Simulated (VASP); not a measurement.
# Local probes of InSe, part 2 of 3

Wanted: the field gradients at the nuclei of InSe. The cell has space group R3m. The start is a cell from a database of measured crystal structures.

VASP 6.6.1, plane waves and PAW; the level of theory is named at each step.

So far. Step 2 (Local probes at LDA): The largest gradient is -97.49 V/Å², at In2.

The database entry behind the starting cell differs from later determinations by our own check (c about 1.5 % long), so it need not match the best structure at ambient conditions.

### Step 3. Changed settings: PREC = "Normal" and ALGO = "VeryFast"

Level of this step: LDA; plane waves and PAW (In_d, Se) (VASP).

The first run is repeated with other settings.

INCAR reads:

```
SYSTEM = InSe
PREC = Normal
ENCUT = 400
EDIFF = 1E-07
NELM = 100
ISMEAR = -1
SIGMA = 0.05
LREAL = .FALSE.
ALGO = VeryFast
GGA = CA
NBANDS = 25
LORBIT = 11
LWAVE = .FALSE.
LCHARG = .FALSE.
KPAR = 2
LEFG = .TRUE.
ICORELEVEL = 1
LASPH = .TRUE.
```

POSCAR reads:

```
InSe
1.0
    2.0000000000      1.1547005384      8.4400000000
   -2.0000000000      1.1547005384      8.4400000000
    0.0000000000     -2.3094010768      8.4400000000
In Se
2 2
Direct
    0.8886000000      0.8886000000      0.8886000000
    0.0000000000      0.0000000000      0.0000000000
    0.1719000000      0.1719000000      0.1719000000
    0.3835000000      0.3835000000      0.3835000000
```

KPOINTS reads:

```
Automatic mesh
0
Gamma
8 8 8
0 0 0
```

PAW data sets: In_d and Se (PBE family, release 64).

The run is started by

```bash
$ mpirun -np 2 vasp_std
```

What it wrote:

```text
[banner, memory and clock lines left out]
running    2 mpi-ranks, on    1 nodes
 distrk:  each k-point on    1 cores,    2 groups
 distr:  one band on    1 cores,    1 groups

 POSCAR found type information on POSCAR InSe
 POSCAR found :  2 types and       4 ions
 [... a notice as in an earlier step ...]

 LDA part: xc-table for (Slater(with rela. corr.)+CA(PZ))
 , standard interpolation
 POSCAR, INCAR and KPOINTS ok, starting setup
 FFT: planning ... GRIDC
 FFT: planning ... GRID_SOFT
 FFT: planning ... GRID
 WAVECAR not read
 entering main loop
       N       E                     dE             d eps       ncg     rms          rms(c)
RMM:   1     0.230303186801E+03    0.23030E+03   -0.13647E+04  1625   0.127E+03
RMM:   2    -0.833211194740E+01   -0.23864E+03   -0.34534E+03  1625   0.324E+02
RMM:   3     0.104899615309E+01    0.93811E+01   -0.46501E+02  1625   0.174E+02
RMM:   4    -0.137895311279E+02   -0.14839E+02   -0.14096E+02  1625   0.101E+02
RMM:   5    -0.168377363265E+02   -0.30482E+01   -0.80592E+01  1625   0.740E+01
RMM:   6    -0.174945845292E+02   -0.65685E+00   -0.52947E+01  1625   0.526E+01
RMM:   7    -0.176383133195E+02   -0.14373E+00   -0.32114E+01  1625   0.397E+01
RMM:   8    -0.176164309623E+02    0.21882E-01   -0.21097E+01  1625   0.297E+01
RMM:   9    -0.171224031787E+02    0.49403E+00   -0.96155E+00  4903   0.231E+01
RMM:  10    -0.172808559051E+02   -0.15845E+00   -0.81144E-01  5306   0.400E+00
RMM:  11    -0.172991934396E+02   -0.18338E-01   -0.16318E-01  5628   0.172E+00
RMM:  12    -0.173015000208E+02   -0.23066E-02   -0.20366E-02  5619   0.620E-01    0.667E+00
RMM:  13    -0.168012467826E+02    0.50025E+00   -0.92176E-01  5606   0.807E+00    0.363E+00
RMM:  14    -0.167486730982E+02    0.52574E-01   -0.15990E-01  4880   0.257E+00    0.127E+00
RMM:  15    -0.167404077810E+02    0.82653E-02   -0.30714E-02  4411   0.152E+00    0.174E-01
RMM:  16    -0.167404286455E+02   -0.20865E-04   -0.71757E-03  4362   0.819E-01    0.174E-01
RMM:  17    -0.167405747510E+02   -0.14611E-03   -0.29002E-03  4677   0.557E-01    0.893E-02
RMM:  18    -0.167406742017E+02   -0.99451E-04   -0.10123E-03  5359   0.227E-01    0.501E-02
RMM:  19    -0.167406732800E+02    0.92168E-06   -0.19485E-04  4293   0.973E-02    0.176E-02
RMM:  20    -0.167406734544E+02   -0.17441E-06   -0.44770E-05  5206   0.508E-02    0.191E-02
RMM:  21    -0.167406746114E+02   -0.11570E-05   -0.11696E-05  5196   0.182E-02    0.274E-02
RMM:  22    -0.167406744729E+02    0.13850E-06   -0.33777E-06  4716   0.107E-02    0.400E-02
RMM:  23    -0.167406744243E+02    0.48654E-07   -0.11704E-06  4395   0.773E-03    0.176E-02
RMM:  24    -0.167406743643E+02    0.59914E-07   -0.49161E-07  3453   0.493E-03
ion   1
     0.0000000     0.0000000    -0.0000000    -1.0611388     0.0000000    -0.0000000
     0.0000565     0.0000000    -0.0000000    -1.0611388     0.0000000    -0.0000000
     0.0000778     0.0000000    -0.0000000    -1.0611388     0.0000000    -0.0000000
     0.0001071     0.0000000    -0.0000000    -1.0611387     0.0000000    -0.0000000
     0.0001475     0.0000000    -0.0000000    -1.0611386     0.0000000    -0.0000000

     0.0000000     0.0000000    -0.0000000    77.5250291    -0.0000000    -0.0000001
     0.0000565     0.0000000    -0.0000000    77.5091601    -0.0000000    -0.0000001
     0.0000778     0.0000000    -0.0000000    77.5005646    -0.0000000    -0.0000001
     0.0001071     0.0000000    -0.0000000    77.4867955    -0.0000000    -0.0000001
     0.0001475     0.0000000    -0.0000000    77.4648282    -0.0000000    -0.0000001

ion   2
     0.0000000     0.0000000     0.0000000    -1.0592052     0.0000000    -0.0000000
     0.0000565     0.0000000     0.0000000    -1.0592051     0.0000000    -0.0000000
     0.0000778     0.0000000     0.0000000    -1.0592051     0.0000000    -0.0000000
     0.0001071     0.0000000     0.0000000    -1.0592051     0.0000000    -0.0000000
     0.0001475     0.0000000     0.0000000    -1.0592049     0.0000000    -0.0000000

     0.0000000     0.0000000     0.0000000    77.7777096    -0.0000000    -0.0000001
     0.0000565     0.0000000     0.0000000    77.7617928    -0.0000000    -0.0000001
     0.0000778     0.0000000     0.0000000    77.7531716    -0.0000000    -0.0000001
     0.0001071     0.0000000     0.0000000    77.7393614    -0.0000000    -0.0000001
     0.0001475     0.0000000     0.0000000    77.7173286    -0.0000000    -0.0000001

ion   3
     0.0000000     0.0000000    -0.0000000     0.6545742    -0.0000000    -0.0000000
     0.0000499     0.0000000    -0.0000000     0.6545742    -0.0000000    -0.0000000
     0.0000687     0.0000000    -0.0000000     0.6545742    -0.0000000    -0.0000000
     0.0000946     0.0000000    -0.0000000     0.6545742    -0.0000000    -0.0000000
     0.0001302     0.0000000    -0.0000000     0.6545742    -0.0000000    -0.0000000

     0.0000000    -0.0000000    -0.0000000    52.1734468    -0.0000000    -0.0000000
     0.0000499    -0.0000000    -0.0000000    52.1713119    -0.0000000    -0.0000000
     0.0000687    -0.0000000    -0.0000000    52.1701248    -0.0000000    -0.0000000
     0.0000946    -0.0000000    -0.0000000    52.1682068    -0.0000000    -0.0000000
     0.0001302    -0.0000000    -0.0000000    52.1651237    -0.0000000    -0.0000000

ion   4
     0.0000000     0.0000000     0.0000000     0.5752686    -0.0000000    -0.0000000
     0.0000499     0.0000000     0.0000000     0.5752686    -0.0000000    -0.0000000
     0.0000687     0.0000000     0.0000000     0.5752686    -0.0000000    -0.0000000
     0.0000946     0.0000000     0.0000000     0.5752686    -0.0000000    -0.0000000
     0.0001302     0.0000000     0.0000000     0.5752685    -0.0000000    -0.0000000

     0.0000000     0.0000000     0.0000000    48.6255533    -0.0000000    -0.0000000
     0.0000499     0.0000000     0.0000000    48.6235721    -0.0000000    -0.0000000
     0.0000687     0.0000000     0.0000000    48.6224712    -0.0000000    -0.0000000
     0.0000946     0.0000000     0.0000000    48.6206931    -0.0000000    -0.0000000
     0.0001302     0.0000000     0.0000000    48.6178356    -0.0000000    -0.0000000

   1 F= -.16740674E+02 E0= -.16740583E+02  d E =-.181797E-03
```

Run time: 5.3 min. Hardware: 2 MPI ranks of AMD EPYC 7R43, shared host; peak memory 0.56 GiB.

OUTCAR, selected parts (step 3):

```text
The static configuration has the point symmetry C_3v.

 Found     65 irreducible k-points:

   dimension x,y,z NGX =    48 NGY =   48 NGZ =   48
   dimension x,y,z NGXF=    96 NGYF=   96 NGZF=   96

   NELECT =      38.0000    total number of electrons

 the core state eigenenergies are
   1-  1s -27740.1944  2s  -4146.6903  2p  -3720.6760  3s   -780.5229  3p   -641.0778
       3d   -424.7603  4s   -111.6313  4p    -70.0835
   2-  1s -27740.1911  2s  -4146.6866  2p  -3720.6724  3s   -780.5189  3p   -641.0739
       3d   -424.7563  4s   -111.6269  4p    -70.0791
   3-  1s -12493.3934  2s  -1596.9324  2p  -1403.2772  3s   -203.6474  3p   -143.1207
       3d    -43.3141
   4-  1s -12493.3894  2s  -1596.9283  2p  -1403.2731  3s   -203.6424  3p   -143.1156
       3d    -43.3090

 E-fermi :   3.9420

 k-point     1 :       0.0000    0.0000    0.0000
  band No.  band energies     occupation
    ...
     15       2.2297      2.00000
     16       2.5058      2.00000
     17       2.5058      2.00000
     18       2.5991      2.00000
     19       2.5991      2.00000
     20       5.3723      0.00000
     21       5.7324      0.00000
     22       8.1123      0.00000
     23       8.1136      0.00000
     24       9.1147      0.00000
    ...

 k-point     2 :       0.1250   -0.0000    0.0000
  band No.  band energies     occupation
    ...
     15       1.4636      2.00000
     16       2.1094      2.00000
     17       2.3042      2.00000
     18       2.4309      2.00000
     19       2.6742      2.00000
     20       5.7274      0.00000
     21       6.4325      0.00000
     22       7.4042      0.00000
     23       8.2710      0.00000
     24       8.5424      0.00000
    ...

  Total       -0.6387685     -0.6387685     -1.5456045      0.0000000     -0.0000000      0.0000000
  in kB       -8.7510677     -8.7510677    -21.1746335      0.0000000     -0.0000000      0.0000000
  external PRESSURE =     -12.8922563 kB  Pullay stress =       0.0000000 kB

 POSITION                                       TOTAL-FORCE (eV/Angst)
 -----------------------------------------------------------------------------------
      0.00000      0.00000     22.49935         0.000000      0.000000      0.269338
      0.00000      0.00000      0.00000         0.000000     -0.000000     -0.251528
      0.00000      0.00000      4.35251         0.000000     -0.000000      0.016578
      0.00000      0.00000      9.71022         0.000000     -0.000000     -0.034387
 -----------------------------------------------------------------------------------
    total drift:                                0.000000      0.000000      0.000999

  FREE ENERGIE OF THE ION-ELECTRON SYSTEM (eV)
  ---------------------------------------------------
  free  energy   TOTEN  =       -16.7406743643 eV

  energy  without entropy=      -16.7404925676  energy(sigma->0) =      -16.74058347

 Electric field gradients after diagonalization (V/A^2)
 (convention: |V_zz| > |V_xx| > |V_yy|)
----------------------------------------------------------------------
 ion       V_xx      V_yy      V_zz     asymmetry (V_yy - V_xx)/ V_zz
----------------------------------------------------------------------
   1      48.601    48.601   -97.201       0.000
   2      48.761    48.761   -97.521       0.000
   3      33.155    33.155   -66.309       0.000
   4      30.921    30.921   -61.841       0.000
----------------------------------------------------------------------

 total charge
# of ion       s       p       d       tot
------------------------------------------
    1        0.867   0.682   9.890  11.439
    2        0.867   0.680   9.890  11.437
    3        1.479   2.319   0.024   3.822
    4        1.480   2.317   0.024   3.821
--------------------------------------------------
tot          4.693   5.998  19.827  30.519

[... 7 parts as in an earlier step ...]

[... 4 further parts left out ...]
```

PREC = Normal changes the FFT grids. ALGO acts on the way to self-consistency or on speed; a fully converged result doesn't depend on them, though slow mixing can meet EDIFF with the stress still off.

Numbers from this step:

```yaml
pressure: -1.289 GPa
```

The two shallowest core shells; atoms whose shallowest level rounds to another's at 0.01 eV are left out. Core levels, by row:

```
atom  shell  level below the valence-band top (eV)
 In1     4s                                  115.4
 In1     4p                                   73.9
 In2     4s                                  115.4
 In2     4p                                  73.89
 Se3     3p                                  146.9
 Se3     3d                                  47.13
 Se4     3p                                  146.9
 Se4     3d                                  47.12
```

Ordered as |Vzz| ≥ |Vxx| ≥ |Vyy|, the program's way. Electric field gradients, by row:

```
atom  Vxx (V/Å²)  Vyy (V/Å²)  Vzz (V/Å²)  asymmetry
 In1        48.6        48.6       -97.2          0
 In2       48.76       48.76      -97.52          0
 Se3       33.16       33.16      -66.31          0
 Se4       30.92       30.92      -61.84          0
```

The largest gradient is -97.52 V/Å², at In2.

### Step 4. Local probes at r2SCAN

This step: r2SCAN; plane waves and PAW (In_d, Se) (VASP 6.6.1).

Field gradients probe the charge near the nuclei, so LASPH is on and the cutoff is at least 1.4 times the default of the data sets; this run is at r2SCAN.

INCAR reads:

```
SYSTEM = InSe
PREC = Accurate
ENCUT = 400
EDIFF = 1E-07
NELM = 100
ISMEAR = -1
SIGMA = 0.05
LREAL = .FALSE.
ALGO = Normal
METAGGA = R2SCAN
LASPH = .TRUE.
NBANDS = 25
LORBIT = 11
LWAVE = .FALSE.
LCHARG = .FALSE.
KPAR = 2
LEFG = .TRUE.
```

POSCAR is that of step 3.

KPOINTS is that of step 3.

The run is started by

```bash
$ mpirun -np 2 vasp_std
```

What it wrote:

```text
[banner, memory and clock lines left out]
running    2 mpi-ranks, on    1 nodes
 distrk:  each k-point on    1 cores,    2 groups
 distr:  one band on    1 cores,    1 groups

 POSCAR found type information on POSCAR InSe
 POSCAR found :  2 types and       4 ions
 [... a notice as in an earlier step ...]

 LDA part: xc-table for (None), standard interpolation
 POSCAR, INCAR and KPOINTS ok, starting setup
 FFT: planning ... GRIDC
 FFT: planning ... GRID_SOFT
 FFT: planning ... GRID
 WAVECAR not read
 entering main loop
       N       E                     dE             d eps       ncg     rms          rms(c)
DAV:   1     0.247137185601E+03    0.24714E+03   -0.15451E+04  3250   0.143E+03
DAV:   2    -0.492159604951E+02   -0.29635E+03   -0.29014E+03  3393   0.367E+02
DAV:   3    -0.824463490837E+02   -0.33230E+02   -0.32801E+02  4185   0.142E+02
DAV:   4    -0.837240060969E+02   -0.12777E+01   -0.12748E+01  3778   0.306E+01
DAV:   5    -0.837936034227E+02   -0.69597E-01   -0.69589E-01  5874   0.604E+00    0.867E+00
DAV:   6    -0.764099552149E+02    0.73836E+01   -0.34307E+00  3896   0.388E+01    0.483E+00
DAV:   7    -0.764370980169E+02   -0.27143E-01   -0.85423E-01  3491   0.581E+00    0.253E+00
DAV:   8    -0.764517347017E+02   -0.14637E-01   -0.37322E-02  4746   0.224E+00    0.842E-01
DAV:   9    -0.764528375273E+02   -0.11028E-02   -0.94658E-03  3655   0.730E-01    0.334E-01
DAV:  10    -0.764529585610E+02   -0.12103E-03   -0.10249E-03  4463   0.355E-01    0.331E-01
DAV:  11    -0.764530201201E+02   -0.61559E-04   -0.62474E-05  4177   0.556E-02    0.238E-01
DAV:  12    -0.764529961951E+02    0.23925E-04   -0.22690E-04  3353   0.133E-01    0.765E-02
DAV:  13    -0.764529975874E+02   -0.13923E-05   -0.12808E-05  3904   0.266E-02    0.349E-02
DAV:  14    -0.764529976147E+02   -0.27238E-07   -0.44110E-07  3800   0.597E-03
ion   1
     0.0000000     0.0000000    -0.0000000    -1.1152840    -0.0000000    -0.0000000
     0.0000565     0.0000000    -0.0000000    -1.1152839    -0.0000000    -0.0000000
     0.0000778     0.0000000    -0.0000000    -1.1152839    -0.0000000    -0.0000000
     0.0001071     0.0000000    -0.0000000    -1.1152838    -0.0000000    -0.0000000
     0.0001475     0.0000000    -0.0000000    -1.1152837    -0.0000000    -0.0000000

     0.0000000    -0.0000000    -0.0000000    87.6950205    -0.0000000    -0.0000001
     0.0000565    -0.0000000    -0.0000000    87.6768864    -0.0000000    -0.0000001
     0.0000778    -0.0000000    -0.0000000    87.6670509    -0.0000000    -0.0000001
     0.0001071    -0.0000000    -0.0000000    87.6512876    -0.0000000    -0.0000001
     0.0001475    -0.0000000    -0.0000000    87.6261259    -0.0000000    -0.0000001

ion   2
     0.0000000    -0.0000000     0.0000000    -1.1135868     0.0000000    -0.0000000
     0.0000565    -0.0000000     0.0000000    -1.1135868     0.0000000    -0.0000000
     0.0000778    -0.0000000     0.0000000    -1.1135867     0.0000000    -0.0000000
     0.0001071    -0.0000000     0.0000000    -1.1135867     0.0000000    -0.0000000
     0.0001475    -0.0000000     0.0000000    -1.1135865     0.0000000    -0.0000000

     0.0000000     0.0000000     0.0000000    87.7958180    -0.0000000    -0.0000001
     0.0000565     0.0000000     0.0000000    87.7776601    -0.0000000    -0.0000001
     0.0000778     0.0000000     0.0000000    87.7678120    -0.0000000    -0.0000001
     0.0001071     0.0000000     0.0000000    87.7520284    -0.0000000    -0.0000001
     0.0001475     0.0000000     0.0000000    87.7268345    -0.0000000    -0.0000001

ion   3
     0.0000000    -0.0000000    -0.0000000     0.6005758     0.0000000    -0.0000000
     0.0000499    -0.0000000    -0.0000000     0.6005758     0.0000000    -0.0000000
     0.0000687    -0.0000000    -0.0000000     0.6005758     0.0000000    -0.0000000
     0.0000946    -0.0000000    -0.0000000     0.6005758     0.0000000    -0.0000000
     0.0001302    -0.0000000    -0.0000000     0.6005758     0.0000000    -0.0000000

     0.0000000    -0.0000000    -0.0000000    51.6935803     0.0000000    -0.0000000
     0.0000499    -0.0000000    -0.0000000    51.6914748     0.0000000    -0.0000000
     0.0000687    -0.0000000    -0.0000000    51.6903050     0.0000000    -0.0000000
     0.0000946    -0.0000000    -0.0000000    51.6884154     0.0000000    -0.0000000
     0.0001302    -0.0000000    -0.0000000    51.6853790     0.0000000    -0.0000000

ion   4
     0.0000000     0.0000000     0.0000000     0.5189098     0.0000000    -0.0000000
     0.0000499     0.0000000     0.0000000     0.5189098     0.0000000    -0.0000000
     0.0000687     0.0000000     0.0000000     0.5189097     0.0000000    -0.0000000
     0.0000946     0.0000000     0.0000000     0.5189097     0.0000000    -0.0000000
     0.0001302     0.0000000     0.0000000     0.5189097     0.0000000    -0.0000000

     0.0000000     0.0000000     0.0000000    48.1957231     0.0000000    -0.0000000
     0.0000499     0.0000000     0.0000000    48.1937701     0.0000000    -0.0000000
     0.0000687     0.0000000     0.0000000    48.1926859     0.0000000    -0.0000000
     0.0000946     0.0000000     0.0000000    48.1909353     0.0000000    -0.0000000
     0.0001302     0.0000000     0.0000000    48.1881232     0.0000000    -0.0000000

   1 F= -.76452998E+02 E0= -.76452997E+02  d E =-.922432E-06
```

Elapsed: 22 min, on 2 MPI ranks; peak memory 1.1 GiB.

OUTCAR, selected parts (step 4):

```text
The static configuration has the point symmetry C_3v.

 Found     65 irreducible k-points:

   NELECT =      38.0000    total number of electrons

 E-fermi :   4.3134

 k-point     1 :       0.0000    0.0000    0.0000
  band No.  band energies     occupation
    ...
     15       2.3679      2.00000
     16       2.4969      2.00000
     17       2.4969      2.00000
     18       2.5890      2.00000
     19       2.5890      2.00000
     20       5.9203      0.00000
     21       6.4486      0.00000
     22       8.6160      0.00000
     23       8.6160      0.00000
     24       9.5178      0.00000
    ...

 k-point     2 :       0.1250   -0.0000    0.0000
  band No.  band energies     occupation
    ...
     15       1.5371      2.00000
     16       2.1103      2.00000
     17       2.2967      2.00000
     18       2.4205      2.00000
     19       2.7396      2.00000
     20       6.2613      0.00000
     21       7.1059      0.00000
     22       7.9220      0.00000
     23       8.7670      0.00000
     24       9.1449      0.00000
    ...

  Total        1.0877284      1.0877284      0.2704402      0.0000000     -0.0000000      0.0000000
  in kB       14.9017748     14.9017748      3.7050052      0.0000000     -0.0000000      0.0000000
  external PRESSURE =      11.1695183 kB  Pullay stress =       0.0000000 kB

 POSITION                                       TOTAL-FORCE (eV/Angst)
 -----------------------------------------------------------------------------------
      0.00000      0.00000     22.49935         0.000000      0.000000      0.245993
      0.00000      0.00000      0.00000         0.000000     -0.000000     -0.229292
      0.00000      0.00000      4.35251         0.000000      0.000000     -0.045223
      0.00000      0.00000      9.71022         0.000000      0.000000      0.028522
 -----------------------------------------------------------------------------------
    total drift:                                0.000000      0.000000      0.000540

  FREE ENERGIE OF THE ION-ELECTRON SYSTEM (eV)
  ---------------------------------------------------
  free  energy   TOTEN  =       -76.4529976147 eV

  energy  without entropy=      -76.4529966922  energy(sigma->0) =      -76.45299715

 Electric field gradients after diagonalization (V/A^2)
 (convention: |V_zz| > |V_xx| > |V_yy|)
----------------------------------------------------------------------
 ion       V_xx      V_yy      V_zz     asymmetry (V_yy - V_xx)/ V_zz
----------------------------------------------------------------------
   1      54.830    54.830  -109.660       0.000
   2      54.888    54.888  -109.776       0.000
   3      32.921    32.921   -65.841       0.000
   4      30.722    30.722   -61.444       0.000
----------------------------------------------------------------------

 total charge
# of ion       s       p       d       tot
------------------------------------------
    1        0.847   0.702   9.887  11.435
    2        0.847   0.700   9.886  11.433
    3        1.467   2.396   0.024   3.887
    4        1.468   2.394   0.024   3.886
--------------------------------------------------
tot          4.628   6.192  19.821  30.641

[... 8 parts as in an earlier step ...]

[... 5 further parts left out ...]
```

The PAW data sets were made with PBE, which is usual practice but a small mismatch for other functionals.

Numbers from this step:

```yaml
free_energy_toten: -76.4530 eV
fermi_energy: 4.313 eV
pressure: 1.117 GPa
```

Ordered as |Vzz| ≥ |Vxx| ≥ |Vyy|, the program's way. Electric field gradients, by row:

```
atom  Vxx (V/Å²)  Vyy (V/Å²)  Vzz (V/Å²)  asymmetry
 In1       54.83       54.83      -109.7          0
 In2       54.89       54.89      -109.8          0
 Se3       32.92       32.92      -65.84          0
 Se4       30.72       30.72      -61.44          0
```

The largest gradient is -109.8 V/Å², at In2.

(Part 2 of 3 ends here.)

[Lines on the potential files, build, host, timing and source positions are cut from VASP's logs without a mark.]

[Logs are printed without paths, hosts, clocks, repeated set-up lines and the standing remarks that a program may print on its own settings, such as how far it seeks lower states.]

[Hosts, paths, dates, database ids (printed as entryN), source tags and the programs' standing remarks are cut or masked in the printed files.]
